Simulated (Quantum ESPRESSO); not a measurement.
Si, 1 atom in the cell. Symmetry: P6/mmm, No. 191, hexagonal system. The conventional cell has a = 2.621 Å, b = 2.621 Å, c = 2.466 Å, α = 90.00°, β = 90.00°, γ = 120.00°. Around Si (site symmetry 6/mmm) lie 8 Si at 2.47 to 2.62 Å. This isn't the form of Si at room conditions, which is diamond.

| Item | Value |
| --- | --- |
| Program | Quantum ESPRESSO 7.5 |
| Task | phonons and electron-phonon coupling |
| Functional | LDA |
| Potentials or basis | GBRV 1.5 LDA |
| Cutoff | 612 eV |
| Density cutoff | 4898 eV |
| k mesh | 12 × 12 × 12 |
| Occupations | methfessel-paxton, width 0.272 eV |
| Spin | no spin polarisation |
| Form of the LDA correlation | PZ81 |
| Mixing beta | 0.5 |
| Most SCF iterations | 120 |
| SCF threshold | 2e-10 Ry |
| q mesh | 4 × 4 × 4 |

Potentials or basis: GBRV 1.5 LDA.

Launch:

```bash
$ OMP_NUM_THREADS=1 mpirun -n 4 pw.x -nk 4 -in pw.in > pw.out
$ OMP_NUM_THREADS=1 mpirun -n 4 pw.x -nk 4 -in relax.in > relax.out
$ OMP_NUM_THREADS=1 mpirun -n 4 pw.x -nk 4 -in scf2.in > scf2.out
$ OMP_NUM_THREADS=1 mpirun -n 4 pw.x -nk 4 -in dense.in > dense.out
$ OMP_NUM_THREADS=1 mpirun -n 4 pw.x -nk 4 -in scf3.in > scf3.out
$ OMP_NUM_THREADS=1 mpirun -n 4 ph.x -nk 4 -in ph.in > ph.out
$ OMP_NUM_THREADS=1 mpirun -n 1 q2r.x -in q2r.in > q2r.out
$ OMP_NUM_THREADS=1 mpirun -n 1 matdyn.x -in matdyn.in > matdyn.out
$ OMP_NUM_THREADS=1 mpirun -n 1 matdyn.x -in matdyn_dos.in > matdyn_dos.out
$ OMP_NUM_THREADS=1 mpirun -n 1 matdyn.x -in matdyn_a2f.in > matdyn_a2f.out
$ OMP_NUM_THREADS=1 mpirun -n 1 matdyn.x -in matdyn_mesh.in > matdyn_mesh.out
```

Hardware: 4 MPI ranks on Intel(R) Xeon(R) Processor @ 2.50GHz (Skylake/Cascade Lake), with other jobs on the host.

Question: Estimate the wall time of this run.

Answer: It took 31 min on 4 MPI ranks on Intel(R) Xeon(R) Processor @ 2.50GHz (Skylake/Cascade Lake) (shared host), peak memory 0.36 GiB a rank. Counts: scf iterations 50, k pools 4, bands 7, ion steps 5, k points 133, g dense 11351.
